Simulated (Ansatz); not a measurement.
Runs of Ansatz 0.2.0 on La. The structure is hexagonal, space group P6_3/mmc (No. 194). The conventional cell has a = 3.750 Å, b = 3.750 Å, c = 6.070 Å, α = 90.00°, β = 90.00°, γ = 120.00°. Around La (site symmetry -6m2) lie 12 La at 3.73 to 3.75 Å. This isn't the form of La at room conditions, which is double hcp.

| task | level | cell | k mesh | cutoff (eV) | target pressure (GPa) | mesh quality | gap on the mesh (eV) | pressure (GPa) |
| --- | --- | --- | --- | --- | --- | --- | --- | --- |
| projected density of states | revPBE | as given | 5 × 5 × 3 | 420 | - | coarse | none | 1.5 |
| relaxation of cell and atoms | PBEsol | relaxed | 8 × 8 × 5 | 420 | 0 | not flagged | none | 0.0 |
| relaxation of cell and atoms | PBEsol | relaxed to 20 GPa | 8 × 8 × 5 | 420 | 20 | not flagged | none | 20.0 |
| relaxation of cell and atoms | PBEsol | relaxed to 5 GPa | 8 × 8 × 5 | 420 | 5 | not flagged | none | 5.0 |
| projected density of states | r2SCAN | as given | 5 × 5 × 3 | 500 | - | coarse | none | 0.7 |
| projected density of states | PBE0 | as given | 5 × 5 × 3 | 420 | - | coarse | none | (a) |
| projected density of states | RPBE | as given | 5 × 5 × 3 | 420 | - | coarse | none | 1.9 |
| relaxation of cell and atoms | PBEsol | relaxed to 30 GPa | 8 × 8 × 5 | 420 | 30 | not flagged | none | 30.0 |
| projected density of states | r2SCAN0 | as given | 5 × 5 × 3 | 500 | - | coarse | none | (b) |
| projected density of states | PBEsol | as given | 5 × 5 × 3 | 420 | - | coarse | none | -1.6 |
| projected density of states | LDA | as given | 5 × 5 × 3 | 420 | - | coarse | none | -2.9 |
| projected density of states | BLYP | as given | 5 × 5 × 3 | 420 | - | coarse | none | 2.7 |

Alike in all rows: potentials or basis Ansatz PAW; no spin polarisation; smearing fermi-dirac 0.05 eV.

**Question.** Fill in the values left out.

**Answer.** (a) 1.4; (b) 1.6.

Caveats: some runs use coarse meshes; the PAW data sets come from PBE, with cores solved anew for the run's functional, which leaves a small shift of forces and pressure; the density of states is complete only up to the lowest level of the last band computed (some runs); the plane-wave basis is chosen anew once the cell has moved, so the energies of steps on either side of that aren't comparable (some runs); the magnetic or orbital state may not be the lowest (some runs); the thresholds are loose for stress (some runs).

A k mesh can miss the band edges, and the runs leave out spin-orbit coupling on La.

A gap of «none» marks a metal or a gap under the smearing width.

Runs at the PBE level aren't shown here.
